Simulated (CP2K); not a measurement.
CdS (Hawleyite):

```xyz
2
Lattice="4.1246 0.0000 0.0000 2.0623 3.5720 0.0000 2.0623 1.1907 3.3677" Properties=species:S:1:pos:R:3 pbc="T T T"
Cd    0.0000    0.0000    0.0000
S     6.1868    3.5720    2.5258
```

Base run:

```yaml
Program: CP2K 2026.2
Functional: PBE
Potentials_or_basis: POTENTIAL_UZH Cd GTH-PBE-q12, S GTH-PBE-q6; TZVP-MOLOPT-PBE-GTH basis
Density_cutoff: 9184 eV
k_mesh: 8 × 8 × 8
Occupations: fermi-dirac, width 0.05 eV
Spin: no spin polarisation
```

Its results: band gap on the k mesh 1.14 eV, direct; pressure 3.4 GPa.

**Question.** The run is repeated on the same cell with these changes: functional from PBE to AM05. What comes out?

**Answer.** Band gap on the k mesh 1.07 eV, direct; pressure 1.2 GPa.

AM05 binds more tightly than PBE, so the same cell stands under less pressure.

Caveats: the basis of atomic orbitals isn't converged, which shifts pressures, moduli and gaps; the potentials were made for another functional, which shifts forces and pressure (some runs).

